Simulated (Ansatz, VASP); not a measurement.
**One calculation of Ag, two programs**

The input INCAR:

```
PREC = Accurate
ENCUT = 520
EDIFF = 1E-6
ISMEAR = -1
SIGMA = 0.05
LREAL = F
LASPH = T
NELM = 60
ALGO = Normal
ISIF = 2
LWAVE = F
LCHARG = F
NBANDS = 12
```

The input KPOINTS:

```
Automatic mesh
0
Gamma
  11 11 11
```

POSCAR

```
Ag
1.0
   -1.6556540000      1.6556540000      1.6556540000
    1.6556540000     -1.6556540000      1.6556540000
    1.6556540000      1.6556540000     -1.6556540000
Ag
1
Direct
    0.0000000000      0.0000000000      0.0000000000
```

The input input.yaml:

```yaml
crystal:
  lattice:
    - [-1.655654, 1.655654, 1.655654]
    - [1.655654, -1.655654, 1.655654]
    - [1.655654, 1.655654, -1.655654]
  atoms:
    - { symbol: Ag, position: [0.0, 0.0, 0.0] }
kpoints:
  mp_grid: { grid: [11, 11, 11] }
  band_path:
    path:
      - [0.0, 0.0, 0.0]
      - [0.5, -0.5, 0.5]
      - [0.0, 0.0, 0.5]
      - [0.0, 0.0, 0.0]
      - [0.25, 0.25, 0.25]
      - [0.5, -0.5, 0.5]
    npoints: 6
scf:
  occupations: { method: fermi_dirac, width: 0.05 }
hamiltonian:
  xc: lda
  pseudopotentials: { kind: all_electron, lapw: { basis_error: 0.001 } }
output:
  forces: true
  stress: true
  eigenvalues: true
```

Alike in both runs: functional LDA; k mesh 11 × 11 × 11; occupations fermi-dirac, width 0.05 eV; no spin polarisation.

|  | VASP | Ansatz |
| --- | --- | --- |
| version | VASP 6.6.1 | Ansatz 0.2.0 |
| potentials or method | VASP PAW LDA potentials, release 64 (Ag) | all-electron LAPW, scalar-relativistic |
| plane-wave cutoff (eV) | 520 | see its input |
| task | single point | band structure |

Ansatz gave:

```
gap on the k mesh at the Fermi level (eV) : none
pressure (GPa)                            : -11.5
```

Problem. Estimate VASP's values.

Solution. gap on the k mesh at the Fermi level (eV): none; pressure (GPa): -11.3.

A gap of «none» marks a metal or a gap that the smearing closes. Ansatz ran all-electron here, so the differences hold the error of VASP's frozen core and of both bases.
